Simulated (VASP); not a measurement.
Set up this calculation in VASP 6.6.1, as the native input.

* Task: band structure
* Functional: LDA
* Potentials or basis: VASP PAW LDA potentials, release 64 (Cd, F)
* Cutoff: 520 eV
* k mesh: 10 × 10 × 10
* Occupations: gaussian, width 0.02 eV
* Spin: no spin polarisation
* Ladder: gaps
* Further INCAR settings: ALGO = Normal; EDIFF = 1e-06

The system is CdF2.

```
Cd F
1.0
     0.00000    2.69400    2.69400
     2.69400    0.00000    2.69400
     2.69400    2.69400    0.00000
Cd F
1 2
Direct
  0.00000 0.00000 0.00000
  0.75000 0.75000 0.75000
  0.25000 0.25000 0.25000
```

The input as run:

POSCAR

```
CdF2
1.0
    0.0000000000      2.6940000000      2.6940000000
    2.6940000000      0.0000000000      2.6940000000
    2.6940000000      2.6940000000      0.0000000000
Cd F
1 2
Direct
    0.0000000000      0.0000000000      0.0000000000
    0.7500000000      0.7500000000      0.7500000000
    0.2500000000      0.2500000000      0.2500000000
```

INCAR.step1

```
SYSTEM = CdF2
PREC     = Accurate       ! precision mode
ENCUT    = 520            ! plane-wave cutoff, eV
EDIFF    = 1E-6           ! SCF threshold, eV
ISMEAR   = 0              ! smearing method
SIGMA    = 0.02           ! smearing width, eV
LREAL    = .False.        ! projectors in reciprocal space
LASPH    = .True.         ! aspherical terms in the spheres
NELM     = 80             ! most SCF steps
ALGO     = Normal         ! electronic algorithm
ISIF     = 2              ! what is computed and relaxed
LWAVE    = .False.        ! write WAVECAR
LCHARG   = .True.         ! write CHGCAR
```

KPOINTS.step1

```
regular mesh
0
Gamma
  10 10 10
  0 0 0
```

INCAR.step2

```
SYSTEM = CdF2
PREC     = Accurate       ! precision mode
ENCUT    = 520            ! plane-wave cutoff, eV
EDIFF    = 1E-6           ! SCF threshold, eV
ISMEAR   = 0              ! smearing method
SIGMA    = 0.05           ! smearing width, eV
LREAL    = .False.        ! projectors in reciprocal space
LASPH    = .True.         ! aspherical terms in the spheres
NELM     = 80             ! most SCF steps
ALGO     = Normal         ! electronic algorithm
ISIF     = 2              ! what is computed and relaxed
LWAVE    = .False.        ! write WAVECAR
LCHARG   = .False.        ! write CHGCAR
ICHARG   = 11             ! starting density
```

KPOINTS.step2

```
path GXWKGLUWLK,UX
10
line-mode
reciprocal
 0.0000000000  0.0000000000  0.0000000000  G
 0.5000000000  0.0000000000  0.5000000000  X

 0.5000000000  0.0000000000  0.5000000000  X
 0.5000000000  0.2500000000  0.7500000000  W

 0.5000000000  0.2500000000  0.7500000000  W
 0.3750000000  0.3750000000  0.7500000000  K

 0.3750000000  0.3750000000  0.7500000000  K
 0.0000000000  0.0000000000  0.0000000000  G

 0.0000000000  0.0000000000  0.0000000000  G
 0.5000000000  0.5000000000  0.5000000000  L

 0.5000000000  0.5000000000  0.5000000000  L
 0.6250000000  0.2500000000  0.6250000000  U

 0.6250000000  0.2500000000  0.6250000000  U
 0.5000000000  0.2500000000  0.7500000000  W

 0.5000000000  0.2500000000  0.7500000000  W
 0.5000000000  0.5000000000  0.5000000000  L

 0.5000000000  0.5000000000  0.5000000000  L
 0.3750000000  0.3750000000  0.7500000000  K

 0.6250000000  0.2500000000  0.6250000000  U
 0.5000000000  0.0000000000  0.5000000000  X
```

Potentials or basis: VASP PAW LDA potentials, release 64 (Cd, F).

Launch:

```sh
$ cat potpaw_LDA.64/Cd/POTCAR potpaw_LDA.64/F/POTCAR > POTCAR
$ cp INCAR.step1 INCAR
$ cp KPOINTS.step1 KPOINTS
$ mpirun -np 1 vasp_std > vasp.out
$ cp INCAR.step2 INCAR
$ cp KPOINTS.step2 KPOINTS
$ mpirun -np 1 vasp_std > vasp.out
```

It gave:

```
Band gap on the k mesh  : 2.80 eV, indirect (least direct gap 3.28 eV)
Band gap along the path : 2.80 eV, indirect (least direct gap 3.28 eV)
```

Caveat: the log is that of the step along the path at fixed density, whose energy, stress, charges and moments have no meaning.

It took 21 s on 1 thread of Intel(R) Xeon(R) 6975P-C (Granite Rapids), with other jobs on the host, peak memory 0.18 GiB.
